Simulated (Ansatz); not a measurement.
# Ge: the cost of one run

Program: Ansatz 0.2.0. Level of theory: DFT PBE, scalar-relativistic, plane waves, PAW. These are calculated values, not measurements.

**1. The structure to begin with**

It takes space group P-3m1 (No. 164, trigonal). The conventional cell has a = 3.917 Å, b = 3.917 Å, c = 16.020 Å, α = 90.00°, β = 90.00°, γ = 120.00°. Around Ge (site symmetry 3m) lie 4 Ge at 2.40 Å.

Structure file:

```cif
data_structure
_symmetry_space_group_name_H-M 'P-3m1'
_symmetry_Int_Tables_number 164
_cell_length_a 3.9167
_cell_length_b 3.9167
_cell_length_c 16.0202
_cell_angle_alpha 90.000
_cell_angle_beta 90.000
_cell_angle_gamma 120.000
_cell_volume 212.83
loop_
_atom_site_label
_atom_site_type_symbol
_atom_site_symmetry_multiplicity
_atom_site_Wyckoff_symbol
_atom_site_fract_x
_atom_site_fract_y
_atom_site_fract_z
_atom_site_occupancy
Ge1 Ge 2 d 0.33333 0.66667 0.12481 1
Ge2 Ge 2 d 0.33333 0.66667 0.52516 1
Ge3 Ge 2 d 0.66667 0.33333 0.72516 1
Ge4 Ge 2 c 0.00000 0.00000 0.92499 1
Ge5 Ge 2 d 0.66667 0.33333 0.32486 1
```

A structure generator made this guess: 4-connected net of one element (P-3m1, No. 164). The dimensions are guesses.

**2. Probe: one point on a coarse mesh**

The input, input.yaml:

```yaml
crystal:
  lattice:
    - [3.91670342, 0.0, 0.0]
    - [-1.95835171, 3.39196466, 0.0]
    - [0.0, 0.0, 16.0202199]
  atoms:
    - { symbol: Ge, position: [0.33333333, 0.66666667, 0.1248105] }
    - { symbol: Ge, position: [0.33333333, 0.66666667, 0.52515568] }
    - { symbol: Ge, position: [0.66666667, 0.33333333, 0.72516088] }
    - { symbol: Ge, position: [0.0, 0.0, 0.92498702] }
    - { symbol: Ge, position: [0.66666667, 0.33333333, 0.32485969] }
    - { symbol: Ge, position: [0.33333333, 0.66666667, 0.67514031] }
    - { symbol: Ge, position: [0.0, 0.0, 0.07501298] }
    - { symbol: Ge, position: [0.66666667, 0.33333333, 0.8751895] }
    - { symbol: Ge, position: [0.33333333, 0.66666667, 0.27483912] }
    - { symbol: Ge, position: [0.66666667, 0.33333333, 0.47484432] }
basis:
  ecutwfc: 420
kpoints:
  mp_grid: { grid: [6, 6, 1] }
hamiltonian:
  xc: pbe
scf:
  occupations: { method: gaussian, width: 0.1 }
  lower_state_search: "off"
output:
  forces: true
  stress: true
  eigenvalues: true
```

The run is started by

```sh
> ansatz run input.yaml --threads 1 --pin off --max-ram 2560MiB --backend cpu --events-out ev --progress --plain --runs-dir out
```

Q: Estimate wall time and peak memory on 1 thread of Arm Neoverse V2, shared host.

About 5.7 s, with a peak of 0.46 GiB.
